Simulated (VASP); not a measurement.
# SnTe (Fm-3m) in VASP: a series of runs

SnTe is run at these levels: LDA, r2SCAN; tasks: single point.

Program: VASP 6.6.1. These are calculated values, not measurements. Logs are shortened: lines on timing, memory, paths and dates and some standing lists are left out, and cuts for length are marked.

**Experimental background.**

A printed reference work, textbook reports, for a bulk crystal of SnTe at 300 K: band gap 0.18 eV (direct).

The runs below are set against these values where they give the same quantity.

## (1) The cell of the first run

Symmetry: Fm-3m, No. 225, cubic system. The conventional cell has a = 6.413 Å, b = 6.413 Å, c = 6.413 Å, α = 90.00°, β = 90.00°, γ = 90.00°. Sn (site symmetry m-3m) has 6 Te at 3.21 Å within 4.2 Å. Te (site symmetry m-3m) has 6 Sn at 3.21 Å within 4.2 Å.

## (2) Single point, LDA

INCAR

```
SYSTEM = SnTe
PREC = Accurate
ENCUT = 520
EDIFF = 1E-6
ISMEAR = 0
SIGMA = 0.01
LREAL = .FALSE.
LASPH = .TRUE.
NELM = 80
ALGO = Normal
ISIF = 2
LWAVE = .FALSE.
LCHARG = .FALSE.
NBANDS = 17
```

KPOINTS

```
Automatic mesh
0
G
  10 10 10
  0 0 0
```

POSCAR

```
SnTe
1.0
    0.0000000000      3.2064870538      3.2064870538
    3.2064870538      0.0000000000      3.2064870538
    3.2064870538      3.2064870538      0.0000000000
Sn Te
1 1
Direct
    0.0000000000      0.0000000000      0.0000000000
    0.5000000000      0.5000000000      0.5000000000
```

Potentials or basis: VASP PAW LDA potentials, release 64 (Sn_d, Te).

Command:

```console
cat potpaw_LDA.64/Sn_d/POTCAR potpaw_LDA.64/Te/POTCAR > POTCAR
mpirun -np 1 vasp_std > vasp.out
```

OUTCAR:

```text
SYSTEM = SnTe
   PREC = Accurate
   ENCUT = 520
   EDIFF = 1E-6
   ISMEAR = 0
   LREAL = .FALSE.
   LASPH = .TRUE.
   NELM = 80
   ISIF = 2

 ion  position               nearest neighbor table
   1  0.000  0.000  0.000-   2 3.21   2 3.21   2 3.21   2 3.21   2 3.21   2 3.21
   2  0.500  0.500  0.500-   1 3.21   1 3.21   1 3.21   1 3.21   1 3.21   1 3.21

  LATTYP: Found a face centered cubic cell.
 ALAT       =     6.4129741076

  Lattice vectors:

 A1 = (   0.0000000000,   3.2064870538,   3.2064870538)
 A2 = (   3.2064870538,   0.0000000000,   3.2064870538)
 A3 = (   3.2064870538,   3.2064870538,   0.0000000000)

Analysis of symmetry for initial positions (statically):
=====================================================================
 Subroutine PRICEL returns:
 Original cell was already a primitive cell.

 Routine SETGRP: Setting up the symmetry group for a
 face centered cubic supercell.

 Subroutine GETGRP returns: Found 48 space group operations
 (whereof 48 operations were pure point group operations)
 out of a pool of 48 trial point group operations.

The static configuration has the point symmetry O_h .

Analysis of symmetry for dynamics (positions and initial velocities):
=====================================================================
 Subroutine PRICEL returns:
 Original cell was already a primitive cell.

 Routine SETGRP: Setting up the symmetry group for a
 face centered cubic supercell.

 Subroutine GETGRP returns: Found 48 space group operations
 (whereof 48 operations were pure point group operations)
 out of a pool of 48 trial point group operations.

The dynamic configuration has the point symmetry O_h .

 Subroutine INISYM returns: Found 48 space group operations
 (whereof 48 operations are pure point group operations),
 and found     1 'primitive' translations

----------------------------------------------------------------------------------------

                                     Primitive cell

  volume of cell :      65.9354

  direct lattice vectors                    reciprocal lattice vectors
     0.000000000  3.206487054  3.206487054    -0.155933890  0.155933890  0.155933890
     3.206487054  0.000000000  3.206487054     0.155933890 -0.155933890  0.155933890
     3.206487054  3.206487054  0.000000000     0.155933890  0.155933890 -0.155933890

  length of vectors
     4.534657479  4.534657479  4.534657479     0.270085420  0.270085420  0.270085420

  position of ions in fractional coordinates (direct lattice)
     0.000000000  0.000000000  0.000000000
     0.500000000  0.500000000  0.500000000

  ion indices of the primitive-cell ions
   primitive index   ion index
                 1           1
                 2           2

----------------------------------------------------------------------------------------

 KPOINTS: Automatic mesh

Automatic generation of k-mesh.
 Grid dimensions read from file:
 generate k-points for:   10   10   10

 Generating k-lattice:

  Cartesian coordinates                     Fractional coordinates (reciprocal lattice)
    -0.015593389  0.015593389  0.015593389     0.100000000  0.000000000  0.000000000
     0.015593389 -0.015593389  0.015593389     0.000000000  0.100000000  0.000000000
     0.015593389  0.015593389 -0.015593389     0.000000000  0.000000000  0.100000000

  Length of vectors
     0.027008542  0.027008542  0.027008542

  Shift w.r.t. Gamma in fractional coordinates (k-lattice)
     0.000000000  0.000000000  0.000000000

 Subroutine IBZKPT returns following result:
 ===========================================

 Found     47 irreducible k-points:

 Following reciprocal coordinates:
            Coordinates               Weight
  0.000000  0.000000  0.000000      1.000000
  0.100000  0.000000  0.000000      8.000000
  0.200000  0.000000  0.000000      8.000000
  0.300000  0.000000  0.000000      8.000000
  0.400000  0.000000  0.000000      8.000000
  0.500000  0.000000  0.000000      4.000000
[... 16 lines left out ...]
  0.300000  0.300000  0.000000      6.000000
  0.400000  0.300000  0.000000     24.000000
 [... further k-points ...]
   k-points           NKPTS =     47   k-points in BZ     NKDIM =     47   number of bands    NBANDS=     17
   number of dos      NEDOS =    301   number of ions     NIONS =      2
   total plane-waves  NPLWV =  46656
   dimension x,y,z NGX =    36 NGY =   36 NGZ =   36
   dimension x,y,z NGXF=    72 NGYF=   72 NGZF=   72
   ions per type =               1   1
   NGX,Y,Z   is equivalent  to a cutoff of  13.20, 13.20, 13.20 a.u.
   NGXF,Y,Z  is equivalent  to a cutoff of  26.40, 26.40, 26.40 a.u.
 SYSTEM =  SnTe
   PREC   = accura    normal or accurate (medium, high low for compatibility)
   ISTART =      0    job   : 0-new  1-cont  2-samecut
   ICHARG =      2    charge: 1-file 2-atom 10-const
   ISPIN  =      1    spin polarized calculation?
   LNONCOLLINEAR =      F non collinear calculations
   LSORBIT =      F    spin-orbit coupling
   LASPH  =      T    aspherical Exc in radial PAW
   ENCUT  =  520.0 eV  38.22 Ry    6.18 a.u.   8.43  8.43  8.43*2*pi/ulx,y,z
   NELM   =     80;   NELMIN=  2; NELMDL= -5     # of ELM steps
   EDIFF  = 0.1E-05   stopping-criterion for ELM
   LREAL  =      F    real-space projection
   EDIFFG = 0.1E-04   stopping-criterion for IOM
   NSW    =      0    number of steps for IOM
   IBRION =     -1    ionic relax: 0-MD 1-quasi-New 2-CG
   NFREE  =      0    steps in history (QN), initial steepest desc. (CG)
   ISIF   =      2    stress and relaxation
   ISYM   =      2    0-nonsym 1-usesym 2-fastsym
   POTIM  = 0.5000    time-step for ionic-motion
   TEBEG  =    0.0;   TEEND  =   0.0 temperature during run
   PSTRESS=    0.0 pullay stress
   NELECT =      20.0000    total number of electrons
   NUPDOWN=      -1.0000    fix difference up-down
   EMIN   =  10.00;   EMAX   =-10.00  energy-range for DOS
   EFERMI =   0.00;   METHOD = LEGACY
   ISMEAR =     0;   SIGMA  =   0.01  broadening in eV -4-tet -1-fermi 0-gaus
   EFERMI_NEDOS =   21; number of points for ismear=-14 and -15
   IALGO  =     38    algorithm
   IMIX   =      4    mixing-type and parameters
     AMIX     =   0.40;   BMIX     =  1.00
     AMIX_MAG =   1.60;   BMIX_MAG =  1.00
  volume/ion in A,a.u.               =      32.97       222.48
  Fermi-wavevector in a.u.,A,eV,Ry     =   1.099965  2.078632 16.461987  1.209922
  Thomas-Fermi vector in A             =   2.236368
   LORBIT       =      0    0 simple, 1 ext, 2 COOP (PROOUT), +10 PAW based schemes
   GGA     = CA    functional components
   LHFCALC =     F    Hartree Fock is set to
   AEXX    =    0.0000 exact exchange contribution
   IVDW    =     0    specifies the selected vdW correction
   LEPSILON=     F    determine dielectric tensor
   LRPA    =     F    only Hartree local field effects (RPA)
 non-spin polarized calculation
 Gauss-broadening in eV      SIGMA  =   0.01
  energy-cutoff  :      520.00
  volume of cell :       65.94
 maximum number of plane-waves:      1807
 NGX is ok and might be reduce to    36
   NGX = 17   NGY = 17   NGZ = 17

 number of electron      20.0000005 magnetization

 Free energy of the ion-electron system (eV)
  ---------------------------------------------------
  ext. energy  EPLUGINS =         0.00000000
  ---------------------------------------------------
  free energy    TOTEN  =        -8.77159084 eV

  energy without entropy =       -8.77157993  energy(sigma->0) =       -8.77158538

 E-fermi :   6.0550     XC(G=0):  -9.5118

 val. band max:        6.0430549885   @ k =   0.5000   0.0000   0.0000
 cond. band min:       6.0668840850   @ k =   0.5000   0.0000   0.0000
 fundamental gap:      0.0238290965
 Fermi energy:         6.0549695371

 k-point     1 :       0.0000    0.0000    0.0000
  band No.  band energies     occupation
      1     -15.6825      2.00000
      2     -15.6825      2.00000
      3     -15.6763      2.00000
      4     -15.6763      2.00000
      5     -15.6763      2.00000
      6      -6.3513      2.00000
[... 9 lines left out ...]
     16      10.9545      0.00000
     17      12.9625      0.00000

 k-point     2 :       0.1000    0.0000    0.0000
  band No.  band energies     occupation
      1     -15.6828      2.00000
      2     -15.6828      2.00000
      3     -15.6761      2.00000
      4     -15.6758      2.00000
      5     -15.6758      2.00000
      6      -6.2735      2.00000
[... 9 lines left out ...]
     16      11.1519      0.00000
     17      13.5554      0.00000

 k-point     3 :       0.2000    0.0000    0.0000
  band No.  band energies     occupation
      1     -15.6836      2.00000
      2     -15.6836      2.00000
      3     -15.6757      2.00000
      4     -15.6745      2.00000
      5     -15.6745      2.00000
      6      -6.0494      2.00000
[... 9 lines left out ...]
     16      11.7077      0.00000
     17      14.8950      0.00000

 k-point     4 :       0.3000    0.0000    0.0000
  band No.  band energies     occupation
      1     -15.6849      2.00000
      2     -15.6849      2.00000
      3     -15.6753      2.00000
      4     -15.6727      2.00000
      5     -15.6727      2.00000
      6      -5.7156      2.00000
[... 9 lines left out ...]
     16      12.5849      0.00000
     17      16.4593      0.00000
[... 343 lines left out ...]
      1     -15.6854      2.00000
      2     -15.6848      2.00000
      3     -15.6749      2.00000
      4     -15.6731      2.00000
      5     -15.6720      2.00000
      6      -5.6094      2.00000
[... 9 lines left out ...]
     16      14.0553      0.00000
     17      14.5021      0.00000

 k-point    23 :       0.3000    0.3000    0.0000
  band No.  band energies     occupation
      1     -15.6907      2.00000
      2     -15.6799      2.00000
      3     -15.6782      2.00000
      4     -15.6706      2.00000
      5     -15.6706      2.00000
      6      -5.5306      2.00000
[... 9 lines left out ...]
     16      14.5619      0.00000
     17      14.5871      0.00000

 k-point    24 :       0.4000    0.3000    0.0000
  band No.  band energies     occupation
      1     -15.6922      2.00000
      2     -15.6800      2.00000
      3     -15.6782      2.00000
      4     -15.6696      2.00000
      5     -15.6693      2.00000
      6      -5.2828      2.00000
[... 9 lines left out ...]
     16      15.1128      0.00000
     17      15.5914      0.00000

 [... further k-points ...]

------------------------ aborting loop because EDIFF is reached ----------------------------------------

  FORCE on cell =-STRESS in cart. coord.  units (eV):
  Direction    XX          YY          ZZ          XY          YZ          ZX
  --------------------------------------------------------------------------------------
  -------------------------------------------------------------------------------------
  Total       -1.4314359     -1.4314359     -1.4314359      0.0000000     -0.0000000     -0.0000000
  in kB      -34.7827582    -34.7827582    -34.7827582      0.0000000     -0.0000000     -0.0000000
  external PRESSURE =     -34.7827582 kB  Pullay stress =       0.0000000 kB

 VOLUME and BASIS-vectors are now :
 -----------------------------------------------------------------------------
  energy-cutoff  :      520.00
  volume of cell :       65.94
      direct lattice vectors                 reciprocal lattice vectors
     0.000000000  3.206487054  3.206487054    -0.155933890  0.155933890  0.155933890
     3.206487054  0.000000000  3.206487054     0.155933890 -0.155933890  0.155933890
     3.206487054  3.206487054  0.000000000     0.155933890  0.155933890 -0.155933890

 POSITION                                       TOTAL-FORCE (eV/Angst)
 -----------------------------------------------------------------------------------
      0.00000      0.00000      0.00000        -0.000000      0.000000     -0.000000
      3.20649      3.20649      3.20649         0.000000     -0.000000      0.000000
 -----------------------------------------------------------------------------------
    total drift:                               -0.000000      0.000000      0.000000

  FREE ENERGIE OF THE ION-ELECTRON SYSTEM (eV)
  ---------------------------------------------------
  free  energy   TOTEN  =        -8.7715908415 eV

  energy  without entropy=       -8.7715799269  energy(sigma->0) =       -8.77158538
```

It took 40 s on 1 thread of Intel Xeon Platinum 8259CL at 2.50GHz (Skylake/Cascade Lake), shared host; peak memory 0.2 GiB.

Results:

| Quantity | Value |
| --- | --- |
| Free energy | -8.7716 eV |
| Pressure | -3.5 GPa |
| Band gap on the k mesh | 0.02 eV |

Caveat: the cell stands under tension; spin-orbit coupling is left out, which moves the levels of the heavy elements.

## (3) Single point, r2SCAN

POSCAR is that of step 2.

INCAR.step1

```
SYSTEM = SnTe
PREC = Accurate ; ENCUT = 520
ISMEAR = 0 ; SIGMA = 0.01
LREAL = .FALSE. ; LASPH = .TRUE.
NELM = 80 ; NBANDS = 17
GGA = PE ; ALGO = Normal
EDIFF = 1E-4 ; LWAVE = .TRUE.
LCHARG = .FALSE.
```

INCAR.step2

```
SYSTEM = SnTe
PREC = Accurate ; ENCUT = 520
EDIFF = 1E-6 ; ISMEAR = 0
SIGMA = 0.01 ; LREAL = .FALSE.
LASPH = .TRUE. ; NELM = 80
ALGO = Normal ; ISIF = 2
LWAVE = .FALSE. ; LCHARG = .FALSE.
METAGGA = R2SCAN ; LMIXTAU = .TRUE.
NBANDS = 17 ; ISTART = 1
```

KPOINTS

```
regular mesh
0
G
  10 10 10
  0 0 0
```

Potentials or basis: VASP PAW PBE potentials, release 64 (Sn_d, Te).

Command:

```console
cat potpaw_PBE.64/Sn_d/POTCAR potpaw_PBE.64/Te/POTCAR > POTCAR
cp INCAR.step1 INCAR
mpirun -np 1 vasp_std > vasp.out
cp INCAR.step2 INCAR
mpirun -np 1 vasp_std > vasp.out
```

OUTCAR:

```text
SYSTEM = SnTe
   PREC = Accurate
   ENCUT = 520
   EDIFF = 1E-6
   ISMEAR = 0
   LREAL = .FALSE.
   LASPH = .TRUE.
   NELM = 80
   ISIF = 2
   METAGGA = R2SCAN
   ISTART = 1

 ion  position               nearest neighbor table
   1  0.000  0.000  0.000-   2 3.21   2 3.21   2 3.21   2 3.21   2 3.21   2 3.21
   2  0.500  0.500  0.500-   1 3.21   1 3.21   1 3.21   1 3.21   1 3.21   1 3.21

  LATTYP: Found a face centered cubic cell.
 ALAT       =     6.4129741076

  Lattice vectors:

 A1 = (   0.0000000000,   3.2064870538,   3.2064870538)
 A2 = (   3.2064870538,   0.0000000000,   3.2064870538)
 A3 = (   3.2064870538,   3.2064870538,   0.0000000000)
[... 650 lines left out ...]
      6      -5.5923      2.00000
[... 9 lines left out ...]
     16      15.9152      0.00000
     17      16.2673      0.00000

 [... further k-points ...]
[... 5 lines left out ...]
  --------------------------------------------------------------------------------------
  -------------------------------------------------------------------------------------
  Total       -0.3384600     -0.3384600     -0.3384600      0.0000000     -0.0000000     -0.0000000
  in kB       -8.2243091     -8.2243091     -8.2243091      0.0000000     -0.0000000     -0.0000000
  external PRESSURE =      -8.2243091 kB  Pullay stress =       0.0000000 kB

 VOLUME and BASIS-vectors are now :
 -----------------------------------------------------------------------------
  energy-cutoff  :      520.00
  volume of cell :       65.94
      direct lattice vectors                 reciprocal lattice vectors
     0.000000000  3.206487054  3.206487054    -0.155933890  0.155933890  0.155933890
     3.206487054  0.000000000  3.206487054     0.155933890 -0.155933890  0.155933890
     3.206487054  3.206487054  0.000000000     0.155933890  0.155933890 -0.155933890

 POSITION                                       TOTAL-FORCE (eV/Angst)
 -----------------------------------------------------------------------------------
      0.00000      0.00000      0.00000         0.000000      0.000000      0.000000
      3.20649      3.20649      3.20649        -0.000000      0.000000     -0.000000
 -----------------------------------------------------------------------------------
    total drift:                               -0.000000      0.000000      0.000000

  FREE ENERGIE OF THE ION-ELECTRON SYSTEM (eV)
  ---------------------------------------------------
  free  energy   TOTEN  =       -50.6856528279 eV

  energy  without entropy=      -50.6856528279  energy(sigma->0) =      -50.68565283
```

It took 2.6 min on 1 thread of Intel Xeon Platinum 8259CL at 2.50GHz (Skylake/Cascade Lake), shared host; peak memory 0.25 GiB.

Results:

```yaml
Free_energy: -50.6857 eV
Pressure: -0.8 GPa
Band_gap_on_the_k_mesh: 0.19 eV
```

Levels at points of the mesh, in eV from the valence-band top:
| k point | band 8 | band 9 | band 10 | band 11 | band 12 | band 13 |
| --- | --- | --- | --- | --- | --- | --- |
| (0.00, 0.00, 0.00) | -2.29 | -2.29 | -2.29 | 3.37 | 3.37 | 3.37 |
| (0.50, 0.00, 0.00) | -1.94 | -1.94 | 0.00 | 0.19 | 0.41 | 0.41 |
| (0.50, 0.50, 0.00) | -5.55 | -3.81 | -3.81 | 2.57 | 4.90 | 4.90 |

Caveat: the PAW data sets were made with another functional, which shifts forces and pressure a little; spin-orbit coupling is left out, which moves the levels of the heavy elements.

## (4) Against experiment

Step 3. Against the measured gap of SnTe, 0.18 eV (direct; 300 K; a printed reference work, textbook), the calculated 0.19 eV is off by +0.01 eV. Spin-orbit coupling on Sn, Te is left out. The value is that of r2SCAN on a finite k mesh, which can miss the band edges, without temperature or zero-point motion.
